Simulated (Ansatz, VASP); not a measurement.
# One calculation of Ca, two programs

The input INCAR:

```
SYSTEM = Ca
PREC     = Accurate       ! precision mode
ENCUT    = 520            ! plane-wave cutoff, eV
EDIFF    = 1E-6           ! SCF threshold, eV
ISMEAR   = 0              ! smearing method
SIGMA    = 0.15           ! smearing width, eV
LREAL    = .False.        ! projectors in reciprocal space
LASPH    = .True.         ! aspherical terms in the spheres
NELM     = 100            ! most SCF steps
ALGO     = Normal         ! electronic algorithm
ISIF     = 2              ! what is computed and relaxed
LWAVE    = .False.        ! write WAVECAR
LCHARG   = .True.         ! write CHGCAR
LELF     = .True.         ! ELF
LVHAR    = .True.       
NBANDS   = 11             ! bands
```

The input KPOINTS:

```
Automatic mesh
0
Gamma
  16 16 16
  0 0 0
```

Contents of POSCAR:

```
Ca
1.0
   -2.2400000000      2.2400000000      2.1504000000
    2.2400000000     -2.2400000000      2.1504000000
    2.2400000000      2.2400000000     -2.1504000000
Ca
1
Direct
    0.0000000000      0.0000000000      0.0000000000
```

Input for Ansatz:

```yaml
crystal:
  lattice:
    - [-2.24, 2.24, 2.1504]
    - [2.24, -2.24, 2.1504]
    - [2.24, 2.24, -2.1504]
  atoms:
    - { symbol: Ca, position: [0.0, 0.0, 0.0] }
basis:
  ecutwfc: 420
kpoints:
  mp_grid: { grid: [16, 16, 16] }
hamiltonian:
  xc: lda
scf:
  occupations: { method: gaussian, width: 0.15 }
output:
  forces: true
  stress: true
  eigenvalues: true
```

Change from the starting cell: strain -0.0400 x Voigt [0, 0, 1, 0, 0, 0], atoms carried along.

Alike in both runs: task single point; functional LDA; k mesh 16 × 16 × 16; occupations gaussian, width 0.15 eV; no spin polarisation.

|  | VASP | Ansatz |
| --- | --- | --- |
| version | VASP 6.6.1 | Ansatz 0.2.0 |
| potentials or method | VASP PAW LDA potentials, release 64 (Ca_sv) | scalar-relativistic, plane waves, PAW |
| plane-wave cutoff (eV) | 520 | 420 |
| valence electrons in the cell | 10 | 10 |

```tsv
	VASP	Ansatz	Ansatz less VASP
gap on the k mesh at the Fermi level (eV)	none	none	-
pressure (GPa)	-2.0	-2.0	0.00
```

A gap of «none» marks a metal or a gap that the smearing closes.
